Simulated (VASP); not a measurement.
# N: restarted molecular dynamics, 2 variants

N, P2_13 (no. 198), 8 atoms in the cell. PBE, molecular dynamics; PAW potentials N (PBE set).

| Restart from | Temperature at the end (K) | The same without a restart (K) | Potential energy at the end (eV/atom) | The same without a restart (eV/atom) | Electronic steps in the first step after the restart | Time (s) |
|---|---|---|---|---|---|---|
| CONTCAR with velocities, WAVECAR read | 1012.0 | 1012.0 | -8.25132 | -8.25131 | 7 | 166 |
| CONTCAR with velocities, no WAVECAR | 1012.0 | 1012.0 | -8.25132 | -8.25131 | 16 | 167 |

Limits: 60 fs of 8 atoms are too short for converged averages.

## Input of the first row

INCAR.step1:
```
GGA = PE ; PREC = Normal
ENCUT = 400 ; EDIFF = 1E-6
NELMIN = 4 ; NELM = 60
ALGO = Fast ; LREAL = Auto
LASPH = True ; ISMEAR = -1
SIGMA = 0.069 ; ISYM = 0
LWAVE = True ; LCHARG = False
IBRION = 0 ; NSW = 30
POTIM = 1.0 ; TEBEG = 1600
ISIF = 2 ; RANDOM_SEED = 16647 0 0
MDALGO = 1 ; ANDERSEN_PROB = 0.0
KPAR = 2
```

INCAR.step2, as INCAR.step1 but for:
```
- LWAVE = True
+ LWAVE = False
```

KPOINTS:
```
k-points
0
Monkhorst-Pack
  2 2 2
```

POSCAR.step1:
```
N
1.0
    5.8151017200      0.0000000000      0.0000000000
    0.0000000000      5.8151017200      0.0000000000
    0.0000000000      0.0000000000      5.8151017200
N
8
Direct
    0.0458611400      0.4541388600      0.5458611400
    0.4541388600      0.5458611400      0.0458611400
    0.5458611400      0.0458611400      0.4541388600
    0.9541388600      0.9541388600      0.9541388600
    0.9360985600      0.5639014400      0.4360985600
    0.5639014400      0.4360985600      0.9360985600
    0.4360985600      0.9360985600      0.5639014400
    0.0639014400      0.0639014400      0.0639014400
```

Commands (each step's output is kept before the next begins):
```
cat potpaw_PBE.64/N/POTCAR > POTCAR
cp INCAR.step1 INCAR
cp POSCAR.step1 POSCAR
mpirun -np 2 vasp_std > vasp.out
cp CONTCAR POSCAR
cp INCAR.step2 INCAR
mpirun -np 2 vasp_std > vasp.out
```

Changes of the last row against the first:
```
(step 1)
- LWAVE = True
+ LWAVE = False
```

VASP 6.6.1 took 166 s on 2 cores (Intel Xeon Platinum 8488C (Sapphire Rapids)), a shared host.
